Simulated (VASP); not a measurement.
# Zr (P6/mmm) in VASP: further runs, part 2 of 2

VASP 6.6.1. Earlier steps stand in the parts before.

### Step 4. Relaxation of cell and atoms, LDA

INCAR reads:

```
PREC = Accurate
ENCUT = 600
EDIFF = 1E-6
ISMEAR = 1
SIGMA = 0.1
LREAL = False
LASPH = True
NELM = 80
ALGO = Normal
ISIF = 3
LWAVE = False
LCHARG = False
IBRION = 2
NSW = 90
EDIFFG = -0.01
```

KPOINTS reads:

```
regular mesh
0
Gamma
  9 9 12
```

POSCAR reads:

```
Zr
1.0
    5.0328000000      0.0000000000      0.0000000000
   -2.5164000000      4.3585326500      0.0000000000
    0.0000000000      0.0000000000      3.1324000000
Zr
3
Direct
    0.6666666700      0.3333333300      0.5000000000
    0.3333333300      0.6666666700      0.5000000000
    0.0000000000      0.0000000000      0.0000000000
```

Potentials or basis: VASP PAW LDA potentials, release 64 (Zr_sv).

Started as:

```
> cat potpaw_LDA.64/Zr_sv/POTCAR > POTCAR
> mpirun -np 1 vasp_std > vasp.out
```

OUTCAR:

```text
PREC = Accurate
   ENCUT = 600
   EDIFF = 1E-6
   ISMEAR = 1
   LREAL = False
   LASPH = True
   NELM = 80
   ISIF = 3
   IBRION = 2
   NSW = 90
   EDIFFG = -0.01

 ion  position               nearest neighbor table
   1  0.667  0.333  0.500-   2 2.91   2 2.91   2 2.91   3 3.30   3 3.30   3 3.30   3 3.30   3 3.30
                             3 3.30
   2  0.333  0.667  0.500-   1 2.91   1 2.91   1 2.91   3 3.30   3 3.30   3 3.30   3 3.30   3 3.30
                             3 3.30
   3  0.000  0.000  0.000-   1 3.30   2 3.30   1 3.30   2 3.30   2 3.30   2 3.30   1 3.30   1 3.30
                             1 3.30   1 3.30   2 3.30   2 3.30

  LATTYP: Found a hexagonal cell.
 ALAT       =     5.0328000000
 C/A-ratio  =     0.6223970752

  Lattice vectors:

 A1 = (   5.0328000000,   0.0000000000,   0.0000000000)
 A2 = (  -2.5164000000,   4.3585326500,   0.0000000000)
 A3 = (   0.0000000000,   0.0000000000,   3.1324000000)

Analysis of symmetry for initial positions (statically):
=====================================================================
 Subroutine PRICEL returns:
 Original cell was already a primitive cell.

 Routine SETGRP: Setting up the symmetry group for a
 hexagonal supercell.

 Subroutine GETGRP returns: Found 24 space group operations
 (whereof 24 operations were pure point group operations)
 out of a pool of 24 trial point group operations.

The static configuration has the point symmetry D_6h.

Analysis of symmetry for dynamics (positions and initial velocities):
=====================================================================
 Subroutine PRICEL returns:
 Original cell was already a primitive cell.

 Routine SETGRP: Setting up the symmetry group for a
 hexagonal supercell.

 Subroutine GETGRP returns: Found 24 space group operations
 (whereof 24 operations were pure point group operations)
 out of a pool of 24 trial point group operations.

The dynamic configuration has the point symmetry D_6h.

 Subroutine INISYM returns: Found 24 space group operations
[... 124 lines left out ...]
   GGA     = CA    functional components
   LHFCALC =     F    Hartree Fock is set to
   AEXX    =    0.0000 exact exchange contribution
   IVDW    =     0    specifies the selected vdW correction
   LEPSILON=     F    determine dielectric tensor
   LRPA    =     F    only Hartree local field effects (RPA)
 conjugate gradient relaxation of ions
 non-spin polarized calculation
 Methfessel and Paxton  Order N= 1 SIGMA  =   0.10
  energy-cutoff  :      600.00
  volume of cell :       68.71
 maximum number of plane-waves:      2328
   NGX = 21   NGY = 21   NGZ = 13

--------------------------------------- Ionic step        1  -------------------------------------------

 number of electron      36.0000000 magnetization

 Free energy of the ion-electron system (eV)
  ---------------------------------------------------
  ext. energy  EPLUGINS =         0.00000000
  ---------------------------------------------------
  free energy    TOTEN  =       -27.84710473 eV

  energy without entropy =      -27.84817143  energy(sigma->0) =      -27.84746029

------------------------ aborting loop because EDIFF is reached ----------------------------------------

  FORCE on cell =-STRESS in cart. coord.  units (eV):
  Direction    XX          YY          ZZ          XY          YZ          ZX
  --------------------------------------------------------------------------------------
  -------------------------------------------------------------------------------------
  Total       -2.6344303     -2.6344303     -2.1354681     -0.0000000      0.0000000     -0.0000000
  in kB      -61.4285273    -61.4285273    -49.7939389     -0.0000000      0.0000000     -0.0000000
  external PRESSURE =     -57.5503312 kB  Pullay stress =       0.0000000 kB
[... 24 lines left out ...]
--------------------------------------- Ionic step        2  -------------------------------------------

 number of electron      36.0000000 magnetization

 E-fermi :  10.2575     XC(G=0): -11.9340

 val. band max:       10.2505278390   @ k =   0.4444   0.1111   0.2500
 cond. band min:      10.2587208999   @ k =   0.4444   0.0000   0.0000
 fundamental gap:      0.0081930609
 Fermi energy:        10.2575333842

 k-point     1 :       0.0000    0.0000    0.0000
  band No.  band energies     occupation
      1     -38.0615      2.00000
      2     -37.7867      2.00000
      3     -37.5056      2.00000
      4     -16.5772      2.00000
      5     -16.5772      2.00000
      6     -16.4395      2.00000
[... 738 lines left out ...]
--------------------------------------- Ionic step        6  -------------------------------------------

 number of electron      36.0000000 magnetization

 Free energy of the ion-electron system (eV)
  ---------------------------------------------------
  ext. energy  EPLUGINS =         0.00000000
  ---------------------------------------------------
  free energy    TOTEN  =       -27.92292866 eV

  energy without entropy =      -27.92490167  energy(sigma->0) =      -27.92358633

 E-fermi :   9.5338     XC(G=0): -11.6429

 val. band max:        9.5168932974   @ k =   0.3333   0.1111   0.0000
 cond. band min:       9.5613687503   @ k =   0.4444   0.0000   0.0000
 fundamental gap:      0.0444754530
 Fermi energy:         9.5338384293

 k-point     1 :       0.0000    0.0000    0.0000
  band No.  band energies     occupation
      1     -38.9244      2.00000
      2     -38.6488      2.00000
      3     -38.4026      2.00000
      4     -17.3116      2.00000
      5     -17.3116      2.00000
      6     -17.2591      2.00000
[... 621 lines left out ...]
  FREE ENERGIE OF THE ION-ELECTRON SYSTEM (eV)
  ---------------------------------------------------
  free  energy   TOTEN  =       -27.9229286602 eV

  energy  without entropy=      -27.9249016746  energy(sigma->0) =      -27.92358633

 reached required accuracy - stopping structural energy minimisation
```

OSZICAR:

```text
N       E                     dE             d eps       ncg     rms          rms(c)
DAV:   1     0.398865325033E+03    0.39887E+03   -0.21328E+04  3696   0.182E+03
DAV:   2     0.387955736421E+00   -0.39848E+03   -0.39339E+03  4274   0.488E+02
DAV:   3    -0.275778224752E+02   -0.27966E+02   -0.27285E+02  6884   0.960E+01
DAV:   4    -0.290400707602E+02   -0.14622E+01   -0.14492E+01  5222   0.215E+01
[... 53 lines left out ...]
       N       E                     dE             d eps       ncg     rms          rms(c)
DAV:   1    -0.279229470884E+02   -0.18831E-04   -0.10386E-03  3744   0.266E-01    0.236E-02
DAV:   2    -0.279229329074E+02    0.14181E-04   -0.39124E-05  4792   0.437E-02    0.112E-02
DAV:   3    -0.279229295518E+02    0.33556E-05   -0.17332E-05  4784   0.294E-02    0.516E-03
DAV:   4    -0.279229286602E+02    0.89155E-06   -0.50495E-06  3640   0.161E-02
   6 F= -.27922929E+02 E0= -.27923586E+02  d E =-.438013E-03
```

Wall time 5.3 min (1 thread of AMD EPYC 9R45 (Zen 5), shared host); peak memory 0.23 GiB.

What came out:

- Free energy: -27.9229 eV
- Relaxed volume: 21.57 Å³/atom
- Relaxed cell: a = 4.919 Å, b = 4.919 Å, c = 3.088 Å, α = 90.00°, β = 90.00°, γ = 120.00°
- Space group after relaxing (to 0.05 Å): P6/mmm (No. 191)
- Energy gained by relaxing: 25.3 meV/atom
- Ionic steps: 6
- Pressure after relaxing: 0.1 GPa
- Band gap on the k mesh: none (metal or under the smearing width)

The path:
| step | energy change (eV) | largest force (eV/Å) | pressure (GPa) | volume (Å³) |
| --- | --- | --- | --- | --- |
| 1 | 0.0000 | 0.0000 | -5.76 | 68.71 |
| 2 | 0.0121 | 0.0000 | 7.55 | 60.85 |
| 3 | -0.0754 | 0.0000 | -0.04 | 64.78 |
| 4 | -0.0754 | 0.0000 | 0.08 | 64.71 |
| 5 | -0.0758 | 0.0000 | 0.06 | 64.72 |
| 6 | -0.0758 | 0.0000 | 0.06 | 64.72 |

Final structure:
```xyz
3
Lattice="4.9192 0.0000 0.0000 -2.4596 4.2602 0.0000 0.0000 0.0000 3.0884" Properties=species:S:1:pos:R:3 pbc="T T T"
Zr    2.4596    1.4201    1.5442
Zr    0.0000    2.8401    1.5442
Zr    0.0000    0.0000    0.0000
```

### Step 5. Relaxation of cell and atoms, LDA

This run uses another cell than the first one, of 21.57 Å³/atom, 0.942 times its volume.

Changes to INCAR since step 4:

```diff
@@ -2,3 +2,3 @@
 ENCUT = 600
-EDIFF = 1E-6
+EDIFF = 1E-7
 ISMEAR = 1
@@ -14,2 +14,2 @@
 NSW = 90
-EDIFFG = -0.01
+EDIFFG = -0.005
```

KPOINTS is that of step 4.

POSCAR reads:

```
Zr                                      
1.0
    4.9192429166      0.0000000000     -0.0000000000
   -2.4596214583      4.2601893311      0.0000000000
    0.0000000000     -0.0000000000      3.0883923151
  Zr            
     3
Direct
     0.6666666699999979    0.3333333300000021    0.5000000000000000
     0.3333333300000021    0.6666666699999979    0.5000000000000000
     0.0000000000000000    0.0000000000000000    0.0000000000000000
```

Started as:

```
> cat potpaw_LDA.64/Zr_sv/POTCAR > POTCAR
> mpirun -np 1 vasp_std > vasp.out
```

Wall time 2.9 min (1 thread of AMD EPYC 9R45 (Zen 5), shared host); peak memory 0.22 GiB.

It converged, with:

- Free energy: -27.9216 eV
- Relaxed volume: 21.58 Å³/atom
- Relaxed cell: a = 4.920 Å, b = 4.920 Å, c = 3.089 Å, α = 90.00°, β = 90.00°, γ = 120.00°
- Space group after relaxing (to 0.05 Å): P6/mmm (No. 191)
- Energy gained by relaxing: 0.0 meV/atom
- Ionic steps: 3
- Pressure after relaxing: 0.0 GPa
- Band gap on the k mesh: none (metal or under the smearing width)

Final structure:
```xyz
3
Lattice="4.9200 0.0000 0.0000 -2.4600 4.2608 0.0000 0.0000 0.0000 3.0886" Properties=species:S:1:pos:R:3 pbc="T T T"
Zr    2.4600    1.4203    1.5443
Zr    0.0000    2.8406    1.5443
Zr    0.0000    0.0000    3.0886
```

Levels at points of the mesh, in eV from the Fermi level:
```csv
k point,band 16,band 17,band 18,band 19,band 20,band 21
"(0.00, 0.00, 0.00)",-0.46,-0.39,-0.39,-0.18,0.86,1.68
"(0.00, 0.00, 0.50)",-2.04,-2.04,-1.28,1.26,1.26,1.77
```
